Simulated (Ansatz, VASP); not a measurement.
## One calculation of Pd, two programs

```xyz
1
Lattice="0.0000 1.9594 1.9594 1.9594 0.0000 1.9594 1.9594 1.9594 0.0000" Properties=species:S:1:pos:R:3 pbc="T T T"
Pd    0.0000    0.0000    0.0000
```

Alike in both runs: task single point; functional LDA; k mesh 12 × 12 × 12; occupations fermi-dirac, width 0.05 eV; non-collinear spin, spin-orbit coupling.

|  | VASP | Ansatz |
| --- | --- | --- |
| version | VASP 6.6.1 | Ansatz 0.2.0 |
| potentials or method | VASP PAW LDA potentials, release 64 (Pd) | Ansatz PAW |
| plane-wave cutoff (eV) | 520 | 420 |
| valence electrons in the cell | 10 | 18 |

```tsv
	VASP	Ansatz	Ansatz less VASP
gap on the k mesh at the Fermi level (eV)	none	none	-
pressure (GPa)	-11.6	-11.9	-0.26
net moment per atom (μB)	0.00	0.00	0.000
```

A gap of «none» marks a metal or a gap that the smearing closes. The two sets of potentials don't hold the same shells in valence.

Caveats: the PAW data sets come from PBE, with cores solved anew for the run's functional, which leaves a small shift of forces and pressure (Ansatz).
